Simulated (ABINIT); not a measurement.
Crystal: Pt.

```xyz
1
Lattice="-1.5842 1.5842 1.5842 1.5842 -1.5842 1.5842 1.5842 1.5842 -1.5842" Properties=species:S:1:pos:R:3 pbc="T T T"
Pt    0.0000    0.0000    0.0000
```

This isn't the form of Pt at room conditions, which is fcc.

- Program: ABINIT 10.8.3 (patched build)
- Task: single point
- Functional: PBEsol
- Potentials or basis: PseudoDojo NC SR PBEsol v0.4.1 standard
- Cutoff: 1143 eV
- k mesh: 12 × 12 × 12
- Occupations: fermi-dirac, width 0.05 eV
- Spin: no spin polarisation

On this cell: pressure -11.7 GPa; band gap on the k mesh none (metal or under the smearing width).

The same run follows on a disturbed copy (cell strained at random at fixed volume):

```
CELL_PARAMETERS angstrom
-1.51792 1.61257 1.57266
1.58438 -1.59122 1.61776
1.52358 1.59687 -1.55131
ATOMIC_POSITIONS crystal
Pt 0.98769 0.99114 0.98751
```

**Question.** What does the disturbed cell give?

**Answer.** The energy (extrapolated to zero smearing) moves by +11.6 meV/atom; pressure -11.2 GPa; band gap on the k mesh none (metal or under the smearing width).

Stress tensor (GPa, compression positive):
```
-12.88  -0.15  -5.73
 -0.15  -9.96  -1.94
 -5.73  -1.94 -10.78
```
